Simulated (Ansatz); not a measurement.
MnO2:

```
Mn O
1.0
     1.42843    0.82471    4.58393
    -1.42843    0.82471    4.58393
     0.00000   -1.64941    4.58393
Mn O
1 2
Direct
  0.00000 0.00000 0.00000
  0.73564 0.73564 0.73564
  0.26436 0.26436 0.26436
```

Measurements of this composition are mostly on another form, of space group No. 136.

Base run:

* Program: Ansatz 0.2.0
* Functional: PBE0
* Potentials or basis: Ansatz PAW
* Cutoff: 420 eV
* Density cutoff: 1680 eV
* k mesh: 8 × 8 × 8
* Occupations: fermi-dirac, width 0.05 eV
* Spin: collinear spin, ferromagnetic start
* Starting moments: [4.0, 0.0, 0.0] μB

Its results: band gap on the k mesh 4.26 eV, indirect (least direct gap 4.42 eV); net moment 3.00 μB per cell; site moments Mn +2.69; O -0.03 μB; largest force 0.448 eV/Å.

Task: The run is repeated on the same cell with these changes: functional from PBE0 to HSE06. What comes out?

Result: Band gap on the k mesh 3.51 eV, indirect (least direct gap 3.66 eV); net moment 3.00 μB per cell; site moments Mn +2.69; O -0.03 μB; largest force 0.437 eV/Å.

Caveats: the magnetic or orbital state may not be the lowest; a cell with one magnetic atom can't hold antiferromagnetic order, which such compounds often take; the PAW data sets come from PBE, with cores solved anew for the run's functional, which leaves a small shift of forces and pressure.

A k mesh can miss the band edges.

Not every run made on this cell is shown here.
